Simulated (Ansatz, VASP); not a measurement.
TePb in VASP and in Ansatz

```xyz
2
Lattice="0.0000 3.2270 3.2270 3.2270 0.0000 3.2270 3.2270 3.2270 0.0000" Properties=species:S:1:pos:R:3 pbc="T T T"
Te    3.2270    3.2270    3.2270
Pb    0.0000   -0.1500    0.0000
```

Change from the starting cell: all Pb atoms moved -0.150 Å, as atom 2 along Cartesian [0 1 0].

Alike in both runs: task single point; functional LDA; k mesh 8 × 8 × 8; occupations gaussian, width 0.05 eV; no spin polarisation.

```csv
,VASP,Ansatz
version,VASP 6.6.1,Ansatz 0.2.0
potentials or method,"VASP PAW LDA potentials, release 64 (Te, Pb_d)","scalar-relativistic, plane waves, PAW"
plane-wave cutoff (eV),520,420
valence electrons in the cell,20,30
```

```tsv
	VASP	Ansatz	Ansatz less VASP
gap on the k mesh at the Fermi level (eV)	0.76	0.78	+0.011
least direct gap on the mesh (eV)	0.76	0.78	+0.011
pressure (GPa)	-1.2	-1.3	-0.07
largest component of the traceless stress (GPa)	0.55	0.54	-0.007
rms of the force components (eV/Å)	0.052	0.048	-0.0044
```

Atom by atom the forces differ by 0.004 eV/Å (rms over components). The two sets of potentials don't hold the same shells in valence.

Caveats: spin-orbit coupling is left out, which as a rule narrows the gap of such compounds by several tenths of an eV. A k mesh can miss the band edges.
